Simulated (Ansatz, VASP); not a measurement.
## Two plane-wave programs on Ag

Contents of INCAR:

```
SYSTEM = Ag
ALGO = Normal
EDIFF = 1E-8
ENCUT = 520
ISIF = 2
ISMEAR = -1
LASPH = .TRUE.
LCHARG = .FALSE.
LEFG = .TRUE.
LREAL = .FALSE.
LWAVE = .FALSE.
NBANDS = 12
NELM = 80
PREC = Accurate
SIGMA = 0.05
```

File KPOINTS:

```
k-points
0
G
  15 15 15
  0 0 0
```

Contents of POSCAR:

```
Ag
1.0
    0.0000000000      2.0839620000      2.0431000000
    2.0839620000      0.0000000000      2.0431000000
    2.0839620000      2.0839620000      0.0000000000
Ag
1
Direct
    0.0000000000      0.0000000000      0.0000000000
```

Input for Ansatz:

```yaml
crystal:
  lattice:
    - [0.0, 2.083962, 2.0431]
    - [2.083962, 0.0, 2.0431]
    - [2.083962, 2.083962, 0.0]
  atoms:
    - { symbol: Ag, position: [0.0, 0.0, 0.0] }
kpoints:
  mp_grid: { grid: [15, 15, 15] }
scf:
  occupations: { method: fermi_dirac, width: 0.05 }
hamiltonian:
  xc: lda
  pseudopotentials: { kind: paw }
output:
  forces: true
  stress: true
  eigenvalues: true
  efg: { contact_densities: true }
```

Change from the starting cell: equal xx and yy strain of +2 %, PAW files.

Alike in both runs: task electric field gradients; functional LDA; k mesh 15 × 15 × 15; occupations fermi-dirac, width 0.05 eV; no spin polarisation.

|  | VASP | Ansatz |
| --- | --- | --- |
| version | VASP 6.6.1 | Ansatz 0.2.0 |
| potentials or method | VASP PAW LDA potentials, release 64 (Ag) | PAW with Ansatz's default frozen-core files, scalar-relativistic |
| plane-wave cutoff (eV) | 520 | 420 |
| valence electrons in the cell | 11 | 19 |

```tsv
	VASP	Ansatz	Ansatz less VASP
pressure (GPa)	-10.6	-10.7	-0.16
Vzz of the field gradient on the site that differs most (V/Å²)	1.5	2.2	+0.69
```

The two sets of potentials don't hold the same shells in valence. Ansatz warned: «gradients_without_spin_orbit».
